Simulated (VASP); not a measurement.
# Te: restarted molecular dynamics, 2 variants

Te, C2/m (no. 12), 9 atoms in the cell. PBE, molecular dynamics; PAW potentials Te (PBE set).

| Restart from | Temperature at the end (K) | The same without a restart (K) | Potential energy at the end (eV/atom) | The same without a restart (eV/atom) | Electronic steps in the first step after the restart | Time (s) |
|---|---|---|---|---|---|---|
| CONTCAR with velocities, WAVECAR read | 480.0 | 480.0 | -3.01434 | -3.01434 | 4 | 569 |
| CONTCAR with velocities, no WAVECAR | 480.0 | 480.0 | -3.01435 | -3.01434 | 18 | 604 |

Limits: 240 fs of 9 atoms are too short for converged averages; the cell is only 3.7 Å across, so each atom moves in step with near copies of itself.

## Input of the first row

INCAR.step1:
```
ALGO = Fast
EDIFF = 1E-6
ENCUT = 200
GGA = PE
IBRION = 0
ISIF = 2
ISMEAR = -1
ISYM = 0
KPAR = 2
LASPH = True
LCHARG = False
LREAL = Auto
LWAVE = True
MDALGO = 2
NELM = 60
NELMIN = 4
NSW = 30
POTIM = 4.0
PREC = Normal
RANDOM_SEED = 928833 0 0
SIGMA = 0.05
SMASS = -3
TEBEG = 1000
```

INCAR.step2, as INCAR.step1 but for:
```
- LWAVE = True
+ LWAVE = False
```

KPOINTS:
```
k-points
0
Gamma
  3 3 1
```

POSCAR.step1:
```
Te
1.0
    3.8202894285     -2.1482026000      0.0000000000
    3.8202894285      2.1482026000      0.0000000000
   -0.2828726019      0.0000000000     17.9282719593
Te
9
Direct
    0.0000000000      0.0000000000      0.0000000000
    0.0000000000      0.0000000000      0.3333333333
    0.0000000000      0.0000000000      0.6666666667
    0.3094466100      0.3094466100      0.1129364967
    0.3094466100      0.3094466100      0.4462698300
    0.3094466100      0.3094466100      0.7796031633
    0.6905533900      0.6905533900      0.2203968367
    0.6905533900      0.6905533900      0.5537301700
    0.6905533900      0.6905533900      0.8870635033
```

Commands (each step's output is kept before the next begins):
```
cat potpaw_PBE.64/Te/POTCAR > POTCAR
cp INCAR.step1 INCAR
cp POSCAR.step1 POSCAR
mpirun -np 2 vasp_std > vasp.out
cp CONTCAR POSCAR
cp INCAR.step2 INCAR
mpirun -np 2 vasp_std > vasp.out
```

Changes of the last row against the first:
```
(step 1)
- LWAVE = True
+ LWAVE = False
```

VASP 6.6.1 took 569 s on 2 cores (AMD EPYC 7R43 (Zen 3)), a shared host.
